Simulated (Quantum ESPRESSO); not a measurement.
A run of Quantum ESPRESSO 7.5:

The input pw.in:

```
&CONTROL
  calculation = 'scf'
  prefix = 'pwscf'
  outdir = './tmp'
  pseudo_dir = './pseudo'
  tprnfor = .true.
  tstress = .true.
  disk_io = 'low'
/
&SYSTEM
  ibrav = 0
  nat = 2
  ntyp = 2
  ecutwfc = 36
  ecutrho = 216
  nbnd = 16
  occupations = 'smearing'
  smearing = 'fd'
  degauss = 0.00367493
/
&ELECTRONS
  conv_thr = 4d-10
  electron_maxstep = 120
  mixing_beta = 0.5
/
ATOMIC_SPECIES
Sn   118.7100 Sn.GGA_PBE-JTH.UPF
Se    78.9710 Se.GGA_PBE-JTH.UPF
CELL_PARAMETERS angstrom
   0.0000000000    3.0100000000    3.0100000000
   3.0100000000    0.0000000000    3.0100000000
   3.0100000000    3.0100000000    0.0000000000
ATOMIC_POSITIONS crystal
Sn     0.0000000000    0.0000000000    0.0000000000
Se     0.5000000000    0.5000000000    0.5000000000
K_POINTS automatic
8 8 8 1 1 1
```

The input relax.in:

```
&CONTROL
  calculation = 'vc-relax'
  prefix = 'pwscf'
  outdir = './tmp'
  pseudo_dir = './pseudo'
  tprnfor = .true.
  tstress = .true.
  disk_io = 'low'
  nstep = 40
  forc_conv_thr = 0.0001
  etot_conv_thr = 1d-06
/
&SYSTEM
  ibrav = 0
  nat = 2
  ntyp = 2
  ecutwfc = 36
  ecutrho = 216
  nbnd = 16
  occupations = 'smearing'
  smearing = 'fd'
  degauss = 0.00367493
/
&ELECTRONS
  conv_thr = 4d-10
  electron_maxstep = 120
  mixing_beta = 0.5
/
&IONS
  ion_dynamics = 'bfgs'
/
&CELL
  cell_dynamics = 'bfgs'
  press = 0
  press_conv_thr = 0.2
/
ATOMIC_SPECIES
Sn   118.7100 Sn.GGA_PBE-JTH.UPF
Se    78.9710 Se.GGA_PBE-JTH.UPF
CELL_PARAMETERS angstrom
   0.0000000000    3.0100000000    3.0100000000
   3.0100000000    0.0000000000    3.0100000000
   3.0100000000    3.0100000000    0.0000000000
ATOMIC_POSITIONS crystal
Sn     0.0000000000    0.0000000000    0.0000000000
Se     0.5000000000    0.5000000000    0.5000000000
K_POINTS automatic
8 8 8 1 1 1
```

scf2.in

```
&CONTROL
  calculation = 'scf'
  prefix = 'pwscf'
  outdir = './tmp'
  pseudo_dir = './pseudo'
  tprnfor = .true.
  tstress = .true.
  disk_io = 'low'
/
&SYSTEM
  ibrav = 0
  nat = 2
  ntyp = 2
  ecutwfc = 36
  ecutrho = 216
  nbnd = 16
  occupations = 'fixed'
/
&ELECTRONS
  conv_thr = 1d-13
  electron_maxstep = 120
  mixing_beta = 0.5
  startingpot = 'file'
  startingwfc = 'file'
/
ATOMIC_SPECIES
Sn   118.7100 Sn.GGA_PBE-JTH.UPF
Se    78.9710 Se.GGA_PBE-JTH.UPF
CELL_PARAMETERS angstrom
   0.0000000000    3.0239071239    3.0239071239
   3.0239071239    0.0000000000    3.0239071239
   3.0239071239    3.0239071239    0.0000000000
ATOMIC_POSITIONS crystal
Sn     0.0000000000    0.0000000000    0.0000000000
Se     0.5000000000    0.5000000000    0.5000000000
K_POINTS automatic
8 8 8 1 1 1
```

The input ph.in:

```
phonons of SnSe
&INPUTPH
  prefix = 'pwscf'
  outdir = './tmp'
  tr2_ph = 1d-16
  fildyn = 'dyn'
  niter_ph = 60
  alpha_mix(1) = 0.7
  epsil = .true.
/
0.0000000000 0.0000000000 0.0000000000
```

The input dynmat.in:

```
&INPUT
  fildyn = 'dyn'
  asr = 'crystal'
  lperm = .true.
  filout = 'dynmat.disp'
  fileig = 'dynmat.eig'
/
```

File dynmat_lo.in:

```
&INPUT
  fildyn = 'dyn'
  asr = 'crystal'
  filout = 'dynmat_lo.disp'
  fileig = 'dynmat_lo.eig'
  q(1) = 0
  q(2) = 0
  q(3) = 1
/
```

Potentials or basis: JTH 2.0 PBE.

Run with:

```bash
$ OMP_NUM_THREADS=1 pw.x -in pw.in > pw.out
$ OMP_NUM_THREADS=1 pw.x -in relax.in > relax.out
$ OMP_NUM_THREADS=1 pw.x -in scf2.in > scf2.out
$ OMP_NUM_THREADS=1 ph.x -in ph.in > ph.out
$ OMP_NUM_THREADS=1 dynmat.x -in dynmat.in > dynmat.out
$ OMP_NUM_THREADS=1 dynmat.x -in dynmat_lo.in > dynmat_lo.out
```

Hardware: 1 thread of Arm Neoverse V2, on a shared host.

Problem. Estimate the wall time of this run.

Solution. Wall time 7.9 min on 1 thread of Arm Neoverse V2, on a shared host, peak memory 0.13 GiB. Counts: scf iterations 79, k pools 1, bands 16, ion steps 5, k points 60, g dense 19795.
